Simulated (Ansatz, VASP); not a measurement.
## Ce in VASP and in Ansatz

```
CELL_PARAMETERS angstrom
0.00000 2.36302 2.36302
2.36302 0.00000 2.36302
2.36302 2.36302 0.00000
ATOMIC_POSITIONS crystal
Ce 0.00000 0.00000 0.00000
```

Alike in both runs: task single point; functional PBE; k mesh 14 × 14 × 14; occupations gaussian, width 0.05 eV; no spin polarisation.

|  | VASP | Ansatz |
| --- | --- | --- |
| version | VASP 6.6.1 | Ansatz 0.2.0 |
| potentials or method | VASP PAW PBE potentials, release 64 (Ce) | scalar-relativistic, plane waves, PAW |
| plane-wave cutoff (eV) | 520 | 420 |
| valence electrons in the cell | 12 | 12 |

|  | VASP | Ansatz | Ansatz less VASP |
| --- | --- | --- | --- |
| gap on the k mesh at the Fermi level (eV) | none | none | - |
| pressure (GPa) | -1.0 | 0.0 | +0.96 |

A gap of «none» marks a metal or a gap that the smearing closes.

Spin-orbit coupling is left out, which matters for the levels of Ce. Spin polarisation is off, so any magnetic state and its effect on volume and gap are missing.
